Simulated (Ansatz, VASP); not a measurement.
One calculation of Cd2S, two programs

Contents of INCAR:

```
ALGO = Normal ; EDIFF = 1E-6
ENCUT = 520 ; ISIF = 2
ISMEAR = -1 ; LASPH = True
LCHARG = False ; LREAL = False
LWAVE = False ; NBANDS = 22
NELM = 100 ; PREC = Accurate
SIGMA = 0.05
```

File KPOINTS:

```
k-points
0
Gamma
  8 8 5
```

The input POSCAR:

```
Cd2S
1.0
    3.9360741467      0.0000000000      0.0000000000
   -1.9680370733      3.4087402022      0.0000000000
    0.0000000000      0.0000000000      5.7702029595
Cd S
2 1
Direct
    0.3333333333      0.6666666667      0.9327170000
    0.6666666667      0.3333333333      0.5787350000
    0.3333333333      0.6666666667      0.3657050000
```

File input.yaml:

```yaml
crystal:
  lattice:
    - [3.9360741467, 0.0, 0.0]
    - [-1.9680370733, 3.4087402022, 0.0]
    - [0.0, 0.0, 5.7702029595]
  atoms:
    - { symbol: Cd, position: [0.3333333333, 0.6666666667, 0.932717] }
    - { symbol: Cd, position: [0.6666666667, 0.3333333333, 0.578735] }
    - { symbol: S, position: [0.3333333333, 0.6666666667, 0.365705] }
kpoints:
  mp_grid: { grid: [8, 8, 5] }
scf:
  occupations: { method: fermi_dirac, width: 0.05 }
hamiltonian:
  xc: lda
  pseudopotentials: { kind: all_electron, lapw: { basis_error: 0.002 } }
output:
  forces: true
  stress: true
  eigenvalues: true
```

Change from the starting cell: volume scaled by 0.98.

Alike in both runs: task single point; functional LDA; k mesh 8 × 8 × 5; occupations fermi-dirac, width 0.05 eV; no spin polarisation.

|  | VASP | Ansatz |
| --- | --- | --- |
| version | VASP 6.6.1 | Ansatz 0.2.0 |
| potentials or method | VASP PAW LDA potentials, release 64 (Cd, S) | all-electron LAPW, scalar-relativistic |
| plane-wave cutoff (eV) | 520 | see its input |

VASP gave:

```
gap on the k mesh at the Fermi level (eV)       : 0.22
least direct gap on the mesh (eV)               : 0.57
pressure (GPa)                                  : -3.8
largest component of the traceless stress (GPa) : 0.69
rms of the force components (eV/Å)              : 0.051
```

Estimate Ansatz's values.

gap on the k mesh at the Fermi level (eV): 0.23; least direct gap on the mesh (eV): 0.57; pressure (GPa): -4.2; largest component of the traceless stress (GPa): 0.82; rms of the force components (eV/Å): 0.053.

Atom by atom the forces differ by 0.010 eV/Å (rms over components). Ansatz ran all-electron here, so the differences hold the error of VASP's frozen core and of both bases.

Caveats: an odd mesh through Γ misses points on the zone boundary, where band edges often lie.
